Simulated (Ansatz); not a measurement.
## GaN under changes of volume

One of the cells (11.310 Å³/atom); the others are scaled copies at fixed shape and fractional positions:

```xyz
4
Lattice="3.1800 0.0000 0.0000 -1.5900 2.7540 0.0000 0.0000 0.0000 5.1660" Properties=species:S:1:pos:R:3 pbc="T T T"
Ga    1.5900    0.9180    2.5830
Ga    0.0000    1.8360    0.0000
N     1.5900    0.9180    4.5203
N     0.0000    1.8360    1.9373
```

| Property | Result |
| --- | --- |
| Program | Ansatz 0.2.0 |
| Functional | PBE |
| Potentials or basis | all-electron LAPW, scalar-relativistic |
| Cutoff | 428 eV (chosen from the basis error) |
| Basis error allowed | 0.001 eV/atom |
| k mesh | 10 × 10 × 5 |
| Occupations | fermi-dirac, width 0.05 eV |
| Spin | no spin polarisation |

```csv
volume (Å³/atom),energy over the lowest point (meV/atom),pressure (GPa),gap on the mesh (eV),largest force (eV/Å)
10.632,68.84,21.5,2.40,0.154
10.858,?,?,?,?
11.084,22.72,11.5,2.12,0.142
11.310,9.59,7.2,1.98,0.136
11.537,2.20,3.3,1.85,0.131
11.763,0.00,-0.1,1.72,0.126
11.989,2.46,-3.3,1.59,0.120
```

**Question.** What does the run at 10.858 Å³/atom give?

**Answer.** Energy over the lowest point 42.24 meV/atom; pressure 16.2 GPa; gap on the mesh 2.26 eV; largest force 0.148 eV/Å.

Worked out: A Birch-Murnaghan fit of order 3 (a polynomial in V^(-2/3)) to the other rows has its minimum at 11.75 Å³/atom with B0 = V·E''(V) = 172 GPa and B' = 4.5 at fixed shape and positions, which overstates the stiffness. It gives 42.23 meV/atom at 10.858 Å³/atom, against the run's 42.24, and -dE/dV = 16.3 GPa, against 16.2. A straight line through the other rows of the gap, of slope -6.74 eV per unit of ln V (its deformation potential), gives 2.26 eV, against the run's 2.26.

Energies are extrapolated to zero smearing.

Spin-orbit coupling on Ga is left out.
